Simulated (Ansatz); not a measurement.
Crystal: W.

```
W
1.0
    -1.58234    1.58234    1.58234
     1.58234   -1.58234    1.58234
     1.58234    1.58234   -1.58234
W
1
Cartesian
  0.0000 0.0000 0.0000
```

```yaml
Program: Ansatz 0.2.0
Task: relaxation of cell and atoms
Functional: PBE
Potentials_or_basis: Ansatz PAW
Cutoff: "420 eV (not typed: the program's choice for these potentials)"
k_mesh: 12 × 12 × 12
Occupations: fermi-dirac, width 0.05 eV
Spin: no spin polarisation
```

At the start: volume 15.85 Å³/atom.

How do energy, volume and symmetry change on relaxing?

It ends after 4 steps and the volume is 16.15 Å³/atom (+1.9 %); space group Im-3m (No. 229, to 0.05 Å).

The path:
```csv
step,energy change (eV),largest force (eV/Å),volume (Å³)
1,0.0000,0.0000,15.85
2,-0.0052,0.0000,16.17
3,-0.0052,0.0000,16.15
4,-0.0054,0.0000,16.15
```

Final structure:
```xyz
1
Lattice="-1.5922 1.5922 1.5922 1.5922 -1.5922 1.5922 1.5922 1.5922 -1.5922" Properties=species:S:1:pos:R:3 pbc="T T T"
W     0.0000    0.0000    0.0000
```

Caveat: the plane-wave basis is chosen anew once the cell has moved, so the energies of steps on either side of that aren't comparable.
